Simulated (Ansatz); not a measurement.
## Field gradients at the nuclei in V2O5

The cell is an entry of the Crystallography Open Database (COD), ions relaxed with PBE at fixed cell.

```cif
data_V2O5
_symmetry_space_group_name_H-M 'Pmmn:1'
_symmetry_Int_Tables_number 59
_cell_length_a 3.5710
_cell_length_b 11.5440
_cell_length_c 4.3830
_cell_angle_alpha 90.000
_cell_angle_beta 90.000
_cell_angle_gamma 90.000
loop_
_atom_site_label
_atom_site_type_symbol
_atom_site_symmetry_multiplicity
_atom_site_Wyckoff_symbol
_atom_site_fract_x
_atom_site_fract_y
_atom_site_fract_z
V V 4 e 0.0000 0.3516 0.8877
O5 O 4 e 0.0000 0.1811 0.0057
O9 O 4 e 0.0000 0.3551 0.5264
O13 O 2 b 0.0000 0.5000 0.9982
```

One atom of each set is listed.

Level of theory: DFT, PBE, plane waves and PAW (field gradients read without the response of the frozen cores, which leaves them typically 4 to 6 % off), scalar-relativistic, 420 eV cutoff, Γ-centred 6×2×5 k-points, Fermi–Dirac smearing 0.02 eV (Ansatz 0.2.0).

Conventions: |V_zz| ≥ |V_yy| ≥ |V_xx|, η = (V_xx − V_yy)/V_zz, C_Q = eQV_zz/h. ν_Q = 3|C_Q|/[2I(2I − 1)].

⁵¹V: I = 7/2, Q = -52.00 mb; 17O: I = 5/2, Q = -25.58 mb. Q values from Pyykkö, Mol. Phys. 116, 1328 (2018).

(1) Give the quadrupolar parameters of the distinct sites.

Results:

(1) 

```json
{"site": "V", "atoms": "4", "first shell": "5 O at 1.58–2.04 Å", "C_Q (MHz)": "0.990", "η": "0.40", "ν_Q (MHz)": "0.071"}
{"site": "O5", "atoms": "4", "first shell": "3 V at 1.88–2.04 Å", "C_Q (MHz)": "3.25", "η": "0.71", "ν_Q (MHz)": "0.488"}
{"site": "O9", "atoms": "4", "first shell": "1 V at 1.58 Å", "C_Q (MHz)": "0.720", "η": "0.71", "ν_Q (MHz)": "0.108"}
{"site": "O13", "atoms": "2", "first shell": "2 V at 1.78 Å, angle 148°", "C_Q (MHz)": "3.80", "η": "0.03", "ν_Q (MHz)": "0.571"}
```

At O13 V_zz points along the bisector of its two bonds (within 1°).

The relaxation (3 steps) took 28 s of wall time (28 s of CPU time) and 0.61 GiB at its peak, on 1 thread of AMD EPYC 9R14 (Zen 4) (x86_64; 16 cores open to the job, memory cap 3.0 GiB, no GPU), a shared host with a load of 0.1 a core.
